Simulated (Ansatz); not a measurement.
# CaSe (rocksalt type): how the settings move a single-point run

Question: which choices in the input matter for CaSe (rocksalt type)?

Program: Ansatz 0.2.0. Level of theory: reference: DFT, PBE, PAW with Ansatz's default frozen-core files, scalar-relativistic. These are calculated values, not measurements.

1 further run of the same task is left out (it didn't finish). Runs told in other sessions of the task aren't counted.

### Step 1. Starting point

The structure is cubic, space group Fm-3m (No. 225). Conventional cell: a = 5.161 Å, b = 5.161 Å, c = 5.161 Å, α = 90.00°, β = 90.00°, γ = 90.00°. Ca (site symmetry m-3m) is surrounded by 6 Se at 2.58 Å. Se (site symmetry m-3m) is surrounded by 6 Ca at 2.58 Å.

As a file:

```cif
data_structure
_symmetry_space_group_name_H-M 'P 1'
_symmetry_Int_Tables_number 1
_cell_length_a 3.6494
_cell_length_b 3.6494
_cell_length_c 3.6494
_cell_angle_alpha 60.000
_cell_angle_beta 60.000
_cell_angle_gamma 60.000
_cell_volume 34.37
loop_
_atom_site_label
_atom_site_type_symbol
_atom_site_fract_x
_atom_site_fract_y
_atom_site_fract_z
_atom_site_occupancy
Ca1 Ca 0.00000 0.00000 0.00000 1
Se1 Se 0.50000 0.50000 0.50000 1
```

### Step 2. The reference run

input.yaml reads:

```yaml
crystal:
  lattice:
    - [0.0, 2.5804963571, 2.5804963571]
    - [2.5804963571, 0.0, 2.5804963571]
    - [2.5804963571, 2.5804963571, 0.0]
  atoms:
    - { symbol: Ca, position: [0.0, 0.0, 0.0] }
    - { symbol: Se, position: [0.5, 0.5, 0.5] }
kpoints:
  mp_grid: { grid: [12, 12, 12] }
scf:
  occupations: { method: fermi_dirac, width: 0.08 }
hamiltonian:
  xc: pbe
  pseudopotentials: { kind: paw }
output:
  forces: true
  stress: true
  eigenvalues: true
  populations: true
  write_density: true
  write_potential: true
  elf: true
  volumetric_format: npy
```

Started as:

```sh
$ ansatz run input.yaml --threads 1 --pin off --max-ram 2048MiB --backend cpu --events-out ev --progress --plain --runs-dir out
```

### Step 3. Changing settings: mp_grid.grid [10, 10, 10], lower_state_search light, xc revpbe

Changes to input.yaml since step 2:

```diff
@@ -9,7 +9,8 @@
 kpoints:
-  mp_grid: { grid: [12, 12, 12] }
+  mp_grid: { grid: [10, 10, 10] }
 scf:
   occupations: { method: fermi_dirac, width: 0.08 }
+  lower_state_search: light
 hamiltonian:
-  xc: pbe
+  xc: revpbe
   pseudopotentials: { kind: paw }
```

Q: Predict the outcome of this session. Wanted: for each run, ending; energy change; pressure; gap; force.

**Answer**, as computed:

| run | ending | energy change | pressure (GPa) | gap (eV) | force (eV/Å) | cycles | time |
| --- | --- | --- | --- | --- | --- | --- | --- |
| reference | converged | - | 49.4 | 0.42 | 0.00 | 6 | 3.8 s |
| 1: mp_grid.grid [10, 10, 10], lower_state_search light, xc revpbe | converged | not comparable | 51.9 | 0.47 | 0.00 | 6 | 2.5 s |

Residual by cycle in the longest SCF loop of each run; runs are numbered as in the table. The quantity is the density residual dr2, in eV.

```
cycle  reference    run 1
    1    0.00288  0.00272
    2     9.4e-5   1.1e-4
    3     1.9e-5   2.0e-5
    4     1.2e-7   4.7e-7
    5     9.8e-9   3.7e-8
    6    2.8e-10   3.3e-9
```

Total energies don't compare across a change of functional; the pressure goes from 49.4 to 51.9 GPa and the gap on the mesh goes from 0.42 to 0.47 eV. The k-point mesh and search for lower states changed too. Cost: 2.5 s against 3.8 s. The structure is not at rest: the sound run finds 49 GPa, so these are no properties of the relaxed crystal. 
